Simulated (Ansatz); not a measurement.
Al2Pt under changes of volume

One of the cells (17.202 Å³/atom); the others are scaled copies at fixed shape and fractional positions:

```xyz
3
Lattice="0.0000 2.9550 2.9550 2.9550 0.0000 2.9550 2.9550 2.9550 0.0000" Properties=species:S:1:pos:R:3 pbc="T T T"
Pt    0.0000    0.0000    0.0000
Al    4.4325    4.4325    4.4325
Al    1.4775    1.4775    1.4775
```

```yaml
Program: Ansatz 0.2.0
Functional: LDA
Potentials_or_basis: all-electron LAPW, scalar-relativistic
Cutoff: 236 eV (chosen from the basis error)
Basis_error_allowed: 0.002 eV/atom
k_mesh: 8 × 8 × 8
Occupations: fermi-dirac, width 0.05 eV
Spin: no spin polarisation
```

```csv
volume (Å³/atom),energy over the lowest point (meV/atom),pressure (GPa)
16.170,7.89,5.2
16.514,0.50,1.8
16.858,0.00,-1.2
17.202,5.62,-3.9
17.546,16.70,-6.3
17.890,32.67,-8.5
18.234,?,?
```

**Question.** What does the run at 18.234 Å³/atom give?

**Answer.** Energy over the lowest point 52.98 meV/atom; pressure -10.4 GPa.

Worked out: A Birch-Murnaghan fit of order 3 (a polynomial in V^(-2/3)) to the other rows has its minimum at 16.71 Å³/atom with B0 = V·E''(V) = 145 GPa and B' = 4.6. It gives 52.98 meV/atom at 18.234 Å³/atom, against the run's 52.98, and -dE/dV = -10.4 GPa, against -10.4.

Energies are extrapolated to zero smearing.
